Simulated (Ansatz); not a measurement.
# ZnS (F-43m) in Ansatz: further runs

Runs on ZnS. Level: r2SCAN+D3(BJ). Tasks: single point, equation of state.

Everything below comes from runs of Ansatz 0.2.0. Logs are shortened: lines on timing, memory, paths and dates and some standing lists are left out, and cuts for length are marked.

**Measured values to compare with.**

From “Electronic, vibrational, and thermodynamic properties of ZnS (zincblende and rocksalt structure)”, 2009, arxiv:0911.5022, for a bulk crystal of ZnS: bulk modulus 76.9 GPa.

The runs below are set against these values where they give the same quantity.

### Step 1. The crystal as given

Symmetry: F-43m, No. 216, cubic system. Conventional cell: a = 5.404 Å, b = 5.404 Å, c = 5.404 Å, α = 90.00°, β = 90.00°, γ = 90.00°. Around Zn (site symmetry -43m) lie 4 S at 2.34 Å. Around S (site symmetry -43m) lie 4 Zn at 2.34 Å.

### Step 2. Single point, r2SCAN+D3(BJ), 18.54 Å³/atom (volume scaled by 0.94)

input.yaml reads:

```yaml
crystal:
  lattice:
    - [0.0, 2.6468416657, 2.6468416657]
    - [2.6468416657, 0.0, 2.6468416657]
    - [2.6468416657, 2.6468416657, 0.0]
  atoms:
    - { symbol: Zn, position: [0.75, 0.75, 0.75] }
    - { symbol: S, position: [0.0, 0.0, 0.0] }
hamiltonian:
  xc: r2scan
  pseudopotentials: { kind: paw }
  dispersion: d3bj
kpoints:
  mp_grid: { grid: [9, 9, 9] }
scf:
  occupations: { method: fermi_dirac, width: 0.05 }
output:
  forces: true
  stress: true
  eigenvalues: true
```

Potentials or basis: Ansatz PAW.

Run with:

```bash
> ansatz run input.yaml --threads 2 --pin off --max-ram 5120MiB --backend cpu --events-out ev --progress --plain --runs-dir out
```

What it wrote:

```text
Warning: the engine holds no damping parameters fitted to this dispersion correction and functional, so the run takes those fitted to r2scan beside the three-body term, which d3bj leaves out (hamiltonian.dispersion, under Limitations)
Warning: RAYON_NUM_THREADS=2 ignored (pool sized by the plan → 2); use --threads N
Engine: ansatz 0.2.0, x86_64-unknown-linux-gnu
Pseudopotentials: kind: paw
Pseudopotential: Zn, paw, valence charge 12, recommended cutoff 500 eV (meta_gga), Zn.paw.azcp
Pseudopotential: S, paw, valence charge 6, recommended cutoff 500 eV (meta_gga), S.paw.azcp
Functional definition: r2SCAN
  parameter k0 = 0.174
  parameter k1 = 0.065
  parameter a1 = 4.9479
  exchange = r2scan_x(k0 = k0, k1 = k1, a1 = a1)
  correlation = r2scan_c
Crystal: 2 atoms, lattice volume = 37.086 Å³
Basis set: ecut = 500 eV, 941 PW (Γ), exchange–correlation on 120×120×120 points (64 copies of the dense FFT grid, shifted against one another)
Bands: 13, of which v1, the nominal top of the filled ones, is band 9 counted from 1 (8 counted from 0)
Symmetry: 24 space group operations
Space group: F-43m (ITA 216), of the structure as read, at distance tolerance 3.3e-5 Å
k-points: 35 of 729 (time reversal used)
Non-local potential: Zn, projectors of the file, l = 0: 2, l = 1: 2, l = 2: 3, l = 3: 1
Non-local potential: S, projectors of the file, l = 0: 2, l = 1: 2, l = 2: 2
PAW form: soft (Blöchl's): semilocal exchange-correlation on the pseudo side does not see the compensation charge
PAW frozen core: Zn, regenerated for the run's functional (the file was generated under x = pbe(κ = 0.804, μ = 0.2195149727645171), c = pbe(β = 0.06672455060314922))
PAW frozen core: S, regenerated for the run's functional (the file was generated under x = pbe(κ = 0.804, μ = 0.2195149727645171), c = pbe(β = 0.06672455060314922))
PAW one-centre angular grid: Zn, 590 points (default); XC on 261 of its mesh's 2673 points in the sphere
PAW one-centre angular grid: S, 302 points (default); XC on 160 Gauss nodes
Initial density: superposition of atomic densities (neutral atoms: chi_scale 0, normalization atom), corrected by the library's trained network
Initial wavefunctions: pseudopotential atomic-orbital guess
Functional: x = r2scan, c = r2scan; τ floored in thin density (d = 2e-4 eV/Å³)
SCF iter   1: F=—  HF=-4233.732491 eV  |F-HF|=—  |Δ(HF+E_count)|=         —  Δρ=1.59e-2  dr2=4.74e-2  dr2_τ=8.14e-3  ethr=1.77e-3  ⟨swp⟩=5.5  Hψ=2757  notcnv=0
preconditioner: auto → none  [insulator: Δε(μ)=2.940 eV  Ē_g=13.362 eV  σ=0.050 eV  W_gap=1.00  n_scr=14 (ndim 8)  ℏωp=25.9 eV  f_vac=0.017  D(μ)=0.00/eV (n_scr^D=0)  ε∞_Penn≈4.7]
SCF iter   2: F=—  HF=-4233.738320 eV  |F-HF|=—  |Δ(HF+E_count)|=   5.83e-3  Δρ=5.10e-3  dr2=9.03e-3  dr2_τ=3.67e-4  ethr=2.63e-4  ⟨swp⟩=2.3  Hψ=1172  notcnv=0
SCF iter   3: F=—  HF=-4233.732728 eV  |F-HF|=—  |Δ(HF+E_count)|=   5.59e-3  Δρ=2.95e-3  dr2=1.31e-3  dr2_τ=8.44e-6  ethr=5.02e-5  ⟨swp⟩=2.0  Hψ=875  notcnv=0
SCF iter   4: F=—  HF=-4233.733100 eV  |F-HF|=—  |Δ(HF+E_count)|=   3.72e-4  Δρ=3.39e-4  dr2=6.47e-5  dr2_τ=3.53e-6  ethr=7.30e-6  ⟨swp⟩=2.0  Hψ=1050  notcnv=0
SCF iter   5: F=—  HF=-4233.733078 eV  |F-HF|=—  |Δ(HF+E_count)|=   2.17e-5  Δρ=1.50e-4  dr2=7.91e-6  dr2_τ=1.08e-7  ethr=3.60e-7  ⟨swp⟩=2.0  Hψ=547  notcnv=0
SCF iter   6: F=-4233.733077 eV  HF=-4233.733077 eV  |F-HF|=3.23e-9  |Δ(HF+E_count)|=   1.03e-6  Δρ=9.92e-6  dr2=3.43e-8  dr2_τ=2.89e-9  ethr=5.56e-10  ⟨swp⟩=4.2  Hψ=2244  notcnv=0
SCF 1 converged in 6 iterations: F = -4233.733077 eV  dr2 = 3.43e-8
SCF converged after 6 iterations
Free energy (F): -4233.733077 eV
Harris-Foulkes:  -4233.733077 eV  (|F-HF|=3.23e-9)
Internal energy: -4233.733077 eV  (E = F + TS)
E sigma→0 (E₀):  -4233.733077 eV
Fermi energy:    7.861662 eV
--- Per-component energies (eV) ---
  E_band       = 8.410727
  E_kinetic    = 239.078985
  E_local      = -2005.892122  (includes V_loc(G=0)·N_el)
  E_nonlocal   = 646.101146
  E_hartree    = 842.940401
  E_xc         = -216.682962
  E_vxc        = -149.478843  (∫ρ·V_xc dr)
  E_paw        = -2459.175848  (= ΣΔE_a)
  E_vpaw       = -414.669093  (= ΣTr[D̂ρ^β])
  E_aug_tail   = -0.000026  (compensation charges beyond the density's cutoff)
  E_vtau       = 7.389266  (kinetic-family band-sum trace: ∫τ·v_τ [+ j·A + Jᵃ·Aᵃ] dr)
  E_ewald      = -1279.498844
  E_disp       = -0.311422  (pairwise vdW)
  E_core_change = -0.292385  (= ΣΔE_core)
  E_smearing   = -0.000000  (= −TS)
  E_closure    = -0.000000  (closes the sum)
  Σ components = -4233.733077   (vs F -4233.733077, Δ=0.00e0)
--- Forces (eV/Å), atoms counted from 1 ---
  atom   1  Zn     0.00000000    -0.00000000     0.00000000
  atom   2  S     -0.00000000     0.00000000     0.00000000
  max |Σ_I F_I| component: 3.70e-17 eV/Å
--- Stress (GPa, compression-positive) ---
        3.392026       0.000000      -0.000000
        0.000000       3.392026       0.000000
       -0.000000       0.000000       3.392026
  P = ⅓ Tr σ = 3.3920 GPa (33.920 kbar)
--- Band table (eV; the first three rows and the last of 35) ---
  k-point 0: bands = ["-7.7983", "-0.4199", "-0.4199", "-0.4199", "0.2013", "0.2013", "6.3478", "6.3478", "6.3478", "9.3012", "13.1570", "13.1570", "13.1570"]
  k-point 1: bands = ["-7.6925", "-0.4222", "-0.3998", "-0.3998", "0.1997", "0.1997", "5.4088", "6.2126", "6.2126", "9.9710", "13.0979", "13.3871", "13.3871"]
  k-point 2: bands = ["-7.4058", "-0.3996", "-0.3522", "-0.3522", "0.2010", "0.2010", "3.7586", "5.8999", "5.8999", "10.5204", "13.6554", "13.7766", "13.7767"]
  k-point 34: bands = ["-6.3893", "-0.2818", "-0.0980", "0.0946", "0.1803", "0.5987", "1.4395", "3.0866", "3.6675", "12.2604", "13.0228", "14.3847", "15.9921"]
```

Wall time 1.7 s (2 threads of Intel Xeon Platinum 8488C (Sapphire Rapids), shared host); peak memory 0.49 GiB.

What came out:

* Free energy: -4233.7331 eV
* Pressure: 3.4 GPa
* Band gap on the k mesh: 2.95 eV, direct

Caveat: odd divisions of the mesh miss points on the zone boundary, where band edges often lie, so the gap on the mesh can be too wide; the PAW data sets come from PBE, with cores solved anew for the run's functional, which leaves a small shift of forces and pressure; the dispersion damping was fitted for another functional or another form of the correction.

### Step 3. Single point, r2SCAN+D3(BJ), 18.94 Å³/atom (volume scaled by 0.96)

input.yaml: that of step 2 with these lines changed.

```diff
@@ -2,5 +2,5 @@
   lattice:
-    - [0.0, 2.6468416657, 2.6468416657]
-    - [2.6468416657, 0.0, 2.6468416657]
-    - [2.6468416657, 2.6468416657, 0.0]
+    - [0.0, 2.6654820099, 2.6654820099]
+    - [2.6654820099, 0.0, 2.6654820099]
+    - [2.6654820099, 2.6654820099, 0.0]
   atoms:
```

Potentials or basis: Ansatz PAW.

Run with:

```bash
> ansatz run input.yaml --threads 2 --pin off --max-ram 5120MiB --backend cpu --events-out ev --progress --plain --runs-dir out
```

Run time: 2.3 s. Hardware: 2 threads of Intel Xeon Platinum 8488C (Sapphire Rapids), shared host; peak memory 0.48 GiB.

The run converged. Its results:

| Property | Result |
| --- | --- |
| Free energy | -4233.7449 eV |
| Pressure | 1.5 GPa |
| Band gap on the k mesh | 2.85 eV, direct |

Caveat: odd divisions of the mesh miss points on the zone boundary, where band edges often lie, so the gap on the mesh can be too wide; the PAW data sets come from PBE, with cores solved anew for the run's functional, which leaves a small shift of forces and pressure; the dispersion damping was fitted for another functional or another form of the correction.

### Step 4. Single point, r2SCAN+D3(BJ), 19.33 Å³/atom (volume scaled by 0.98)

input.yaml: that of step 3 with these lines changed.

```diff
@@ -2,5 +2,5 @@
   lattice:
-    - [0.0, 2.6654820099, 2.6654820099]
-    - [2.6654820099, 0.0, 2.6654820099]
-    - [2.6654820099, 2.6654820099, 0.0]
+    - [0.0, 2.6838652254, 2.6838652254]
+    - [2.6838652254, 0.0, 2.6838652254]
+    - [2.6838652254, 2.6838652254, 0.0]
   atoms:
```

Run with:

```bash
> ansatz run input.yaml --threads 2 --pin off --max-ram 5120MiB --backend cpu --events-out ev --progress --plain --runs-dir out
```

Wall time 2 s (2 threads of Intel Xeon Platinum 8488C (Sapphire Rapids), shared host); peak memory 0.46 GiB.

Results (log left out):

```yaml
Free_energy: -4233.7478 eV
Pressure: -0.3 GPa
Band_gap_on_the_k_mesh: 2.76 eV, direct
```

Caveat: odd divisions of the mesh miss points on the zone boundary, where band edges often lie, so the gap on the mesh can be too wide; the PAW data sets come from PBE, with cores solved anew for the run's functional, which leaves a small shift of forces and pressure; the dispersion damping was fitted for another functional or another form of the correction.

### Step 5. Single point, r2SCAN+D3(BJ), 19.73 Å³/atom

input.yaml: that of step 4 with these lines changed.

```diff
@@ -2,5 +2,5 @@
   lattice:
-    - [0.0, 2.6838652254, 2.6838652254]
-    - [2.6838652254, 0.0, 2.6838652254]
-    - [2.6838652254, 2.6838652254, 0.0]
+    - [0.0, 2.702, 2.702]
+    - [2.702, 0.0, 2.702]
+    - [2.702, 2.702, 0.0]
   atoms:
```

Run with:

```bash
> ansatz run input.yaml --threads 2 --pin off --max-ram 5120MiB --backend cpu --events-out ev --progress --plain --runs-dir out
```

It took 2.3 s on 2 threads of Intel Xeon Platinum 8488C (Sapphire Rapids), shared host; peak memory 0.49 GiB.

The run converged. Its results:

| Quantity | Value |
| --- | --- |
| Free energy | -4233.7425 eV |
| Pressure | -1.8 GPa |
| Band gap on the k mesh | 2.66 eV, direct |

Caveat: odd divisions of the mesh miss points on the zone boundary, where band edges often lie, so the gap on the mesh can be too wide; the PAW data sets come from PBE, with cores solved anew for the run's functional, which leaves a small shift of forces and pressure; the dispersion damping was fitted for another functional or another form of the correction.

### Step 6. Single point, r2SCAN+D3(BJ), 20.12 Å³/atom (volume scaled by 1.02)

input.yaml: that of step 5 with these lines changed.

```diff
@@ -2,5 +2,5 @@
   lattice:
-    - [0.0, 2.702, 2.702]
-    - [2.702, 0.0, 2.702]
-    - [2.702, 2.702, 0.0]
+    - [0.0, 2.7198945612, 2.7198945612]
+    - [2.7198945612, 0.0, 2.7198945612]
+    - [2.7198945612, 2.7198945612, 0.0]
   atoms:
@@ -20 +20,5 @@
   eigenvalues: true
+  write_density: true
+  write_potential: true
+  elf: true
+  volumetric_format: npy
```

Potentials or basis: Ansatz PAW.

Run with:

```bash
> ansatz run input.yaml --threads 2 --pin off --max-ram 5120MiB --backend cpu --events-out ev --progress --plain --runs-dir out
```

Run time: 3 s. Hardware: 2 threads of Intel Xeon Platinum 8488C (Sapphire Rapids), shared host; peak memory 0.48 GiB.

The run converged. Its results:

```yaml
Free_energy: -4233.7300 eV
Pressure: -3.2 GPa
Band_gap_on_the_k_mesh: 2.57 eV, direct
```

Caveat: odd divisions of the mesh miss points on the zone boundary, where band edges often lie, so the gap on the mesh can be too wide; the PAW data sets come from PBE, with cores solved anew for the run's functional, which leaves a small shift of forces and pressure; the dispersion damping was fitted for another functional or another form of the correction.

### Step 7. Single point, r2SCAN+D3(BJ), 20.52 Å³/atom (volume scaled by 1.04)

input.yaml reads:

```yaml
crystal:
  lattice:
    - [0.0, 2.7375567091, 2.7375567091]
    - [2.7375567091, 0.0, 2.7375567091]
    - [2.7375567091, 2.7375567091, 0.0]
  atoms:
    - { symbol: Zn, position: [0.75, 0.75, 0.75] }
    - { symbol: S, position: [0.0, 0.0, 0.0] }
hamiltonian:
  xc: r2scan
  pseudopotentials: { kind: paw }
  dispersion: d3bj
kpoints:
  mp_grid: { grid: [9, 9, 9] }
scf:
  occupations: { method: fermi_dirac, width: 0.05 }
output:
  forces: true
  stress: true
  eigenvalues: true
```

Run with:

```bash
> ansatz run input.yaml --threads 2 --pin off --max-ram 5120MiB --backend cpu --events-out ev --progress --plain --runs-dir out
```

Wall time 2.2 s (2 threads of Intel Xeon Platinum 8488C (Sapphire Rapids), shared host); peak memory 0.49 GiB.

The run converged. Its results:

```yaml
Free_energy: -4233.7110 eV
Pressure: -4.5 GPa
Band_gap_on_the_k_mesh: 2.49 eV, direct
```

Caveat: odd divisions of the mesh miss points on the zone boundary, where band edges often lie, so the gap on the mesh can be too wide; the PAW data sets come from PBE, with cores solved anew for the run's functional, which leaves a small shift of forces and pressure; the dispersion damping was fitted for another functional or another form of the correction.

### Step 8. Single point, r2SCAN+D3(BJ), 20.91 Å³/atom (volume scaled by 1.06)

input.yaml: that of step 7 with these lines changed.

```diff
@@ -2,5 +2,5 @@
   lattice:
-    - [0.0, 2.7375567091, 2.7375567091]
-    - [2.7375567091, 0.0, 2.7375567091]
-    - [2.7375567091, 2.7375567091, 0.0]
+    - [0.0, 2.7549938462, 2.7549938462]
+    - [2.7549938462, 0.0, 2.7549938462]
+    - [2.7549938462, 2.7549938462, 0.0]
   atoms:
@@ -20 +20,5 @@
   eigenvalues: true
+  write_density: true
+  write_potential: true
+  elf: true
+  volumetric_format: npy
```

Run with:

```bash
> ansatz run input.yaml --threads 2 --pin off --max-ram 5120MiB --backend cpu --events-out ev --progress --plain --runs-dir out
```

Wall time 2.4 s (2 threads of Intel Xeon Platinum 8488C (Sapphire Rapids), shared host); peak memory 0.5 GiB.

Results (log left out):

- Free energy: -4233.6862 eV
- Pressure: -5.6 GPa
- Band gap on the k mesh: 2.40 eV, direct

Caveat: odd divisions of the mesh miss points on the zone boundary, where band edges often lie, so the gap on the mesh can be too wide; the PAW data sets come from PBE, with cores solved anew for the run's functional, which leaves a small shift of forces and pressure; the dispersion damping was fitted for another functional or another form of the correction.

### Step 9. Equation of state, r2SCAN+D3(BJ)

Potentials or basis: Ansatz PAW.

No new run: the results of the series are fitted here.

Results:

```yaml
Equilibrium_volume: 19.27 Å³/atom
Bulk_modulus: 82 GPa
Pressure_derivative_of_the_bulk_modulus: 4.4
```

Energy against volume, from the lowest point:
```
volume (Å³/atom)  energy (meV/atom)
          18.543               7.34
          18.938               1.42
          19.332               0.00
          19.727               2.62
          20.121               8.87
          20.516              18.37
          20.910              30.77
```

Caveat: the PAW data sets were made with another functional, which shifts forces and pressure a little.

### Step 10. Against experiment

Step 9. A measured bulk modulus of ZnS is 76.9 GPa (quoted in “Electronic, vibrational, and thermodynamic properties of ZnS (zincblende and rocksalt structure)”, 2009, arxiv:0911.5022); the calculated 82 GPa misses it by +6.0 %. The fit is for a static lattice scaled at fixed shape and fixed fractional positions.
